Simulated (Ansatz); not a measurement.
# HfS2: the cost of one run

Computed with Ansatz 0.2.0 (DFT PBE+D3(BJ), scalar-relativistic, plane waves, PAW, unless a step's input says otherwise).

17 further runs of the same task are left out: 17 set aside as unsound or not needed. Runs told in other sessions of the task aren't counted.

## (1) The starting structure

Symmetry: P-3m1, No. 164, trigonal system. Conventional cell: a = 3.401 Å, b = 3.401 Å, c = 31.825 Å, α = 90.00°, β = 90.00°, γ = 120.00°. S (site symmetry 3m) is surrounded by 3 Hf at 2.38 Å. Around Hf (site symmetry -3m) lie 6 S at 2.38 Å.

Coordinates:

```cif
data_structure
_symmetry_space_group_name_H-M 'P-3m1'
_symmetry_Int_Tables_number 164
_cell_length_a 3.4010
_cell_length_b 3.4010
_cell_length_c 31.8247
_cell_angle_alpha 90.000
_cell_angle_beta 90.000
_cell_angle_gamma 120.000
_cell_volume 318.79
loop_
_atom_site_label
_atom_site_type_symbol
_atom_site_symmetry_multiplicity
_atom_site_Wyckoff_symbol
_atom_site_fract_x
_atom_site_fract_y
_atom_site_fract_z
_atom_site_occupancy
S1 S 2 d 0.66667 0.33333 0.45783 1
Hf1 Hf 1 b 0.00000 0.00000 0.50000 1
```

This is the geometry of the first run shown, built on a cell relaxed beforehand with the same method.

## (2) What is varied

Atoms count from 1 in the order of the input.

The lattice constant and the thickness of a sheet are varied, nothing relaxed.

- lattice constant a of the sheet (both vectors scaled alike): 7 values from 3.401 to 3.835 Å
- thickness: height of S3 above S1, all heights scaled alike: 7 values from 2.684 to 3.138 Å

Nothing else is relaxed. Points are written as (first, second).

## (3) Point (3.401 Å, 2.684 Å)

The sheet is isolated along c: the input cuts the Coulomb interaction between periodic copies.

The input, input.yaml:

```yaml
crystal:
  lattice:
    - [3.401, 0.0, 0.0]
    - [-1.7005, 2.9453523983, 0.0]
    - [0.0, 0.0, 31.8247012176]
  atoms:
    - { symbol: S, position: [0.6666666667, 0.3333333333, 0.4578314973] }
    - { symbol: Hf, position: [0.0, 0.0, 0.5] }
    - { symbol: S, position: [0.3333333333, 0.6666666667, 0.5421685027] }
  periodic: [true, true, false]
basis:
  ecutwfc: 420
kpoints:
  mp_grid: { grid: [9, 9, 1] }
hamiltonian:
  xc: pbe
  pseudopotentials: { kind: paw, azcp: { folder: soft_1 } }
  dispersion: d3bj
scf:
  occupations: { method: gaussian, width: 0.02 }
output:
  forces: true
  stress: true
  eigenvalues: true
```

Launch:

```bash
ansatz run input.yaml --threads 1 --pin off --max-ram 3072MiB --backend cpu --events-out ev --progress --plain --runs-dir out
```

Q: Estimate wall time and peak memory on 1 thread of Intel Xeon 6975P-C (Granite Rapids), shared host.

About 4.9 s, with a peak of 0.53 GiB.
